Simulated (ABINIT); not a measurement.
Crystal: ZrS2.

```
CELL_PARAMETERS angstrom
3.69138 0.00000 0.00000
-1.84569 3.19683 0.00000
0.00000 0.00000 6.04108
ATOMIC_POSITIONS crystal
Zr 0.00000 0.00000 0.00000
S 0.33333 0.66667 0.23791
S 0.66667 0.33333 0.76209
```

The cell is a database's computed one.

Base run:

| Item | Value |
| --- | --- |
| Program | ABINIT 10.8.3 (patched build) |
| Functional | PBEsol |
| Potentials or basis | JTH PAW PBE v2.0 |
| Cutoff | 544 eV |
| k mesh | 8 × 8 × 5 |
| Occupations | fermi-dirac, width 0.05 eV |
| Spin | no spin polarisation |
| Hubbard terms | Zr d U = 8 eV |

Its results: band gap on the k mesh 1.60 eV, indirect (least direct gap 2.31 eV); pressure 2.1 GPa; largest force 0.329 eV/Å.

Task: The run is repeated on the same cell with these changes: hubbard terms from Zr d U = 8 eV to Zr d U = 0 eV. What comes out?

Result: Band gap on the k mesh 0.98 eV, indirect (least direct gap 1.59 eV); pressure -2.6 GPa; largest force 0.157 eV/Å.

Caveats: the PAW data sets were made with another functional, which shifts forces and pressure a little; an odd mesh through Γ misses points on the zone boundary, where band edges often lie; this functional lacks dispersion, which binds the layers, so the pressure and a relaxed spacing across them are unreliable.
